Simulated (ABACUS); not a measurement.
HfC:

```xyz
2
Lattice="0.0000 2.3250 2.3250 2.3250 0.0000 2.3250 2.3250 2.3250 0.0000" Properties=species:S:1:pos:R:3 pbc="T T T"
Hf    2.3250    2.3250    2.3250
C     0.0000    0.0000    0.0000
```

Program: ABACUS 3.10.1. Alike in all runs: task single point; potentials or basis SG15 ONCV 1.2 PBE, DZP LCAO (the cutoffs set its grid); no spin polarisation; cell as given; k mesh 4 × 4 × 4; cutoff (eV) 1361; smearing fermi-dirac 0.05 eV; the mesh is coarse, so values aren't converged. Hardware: 8 threads of Intel(R) Xeon(R) 6975P-C (Granite Rapids), on a shared host.

Order these runs on this cell by their wall time, lowest first.
A. level PBE
B. level PBE0-type (share 0.4); share of exact exchange 0.4; threshold of the auxiliary basis 0.001; range of the exchange potential (exx_ccp_rmesh_times) 2.5
C. level PBE0-type (share 0.25); share of exact exchange 0.25; threshold of the auxiliary basis 0.001; range of the exchange potential (exx_ccp_rmesh_times) 2.5

A (3.8 s), C (320 s), B (680 s).

Caveats: all runs use coarse meshes; the atomic orbitals were generated for these runs and aren't a published set.
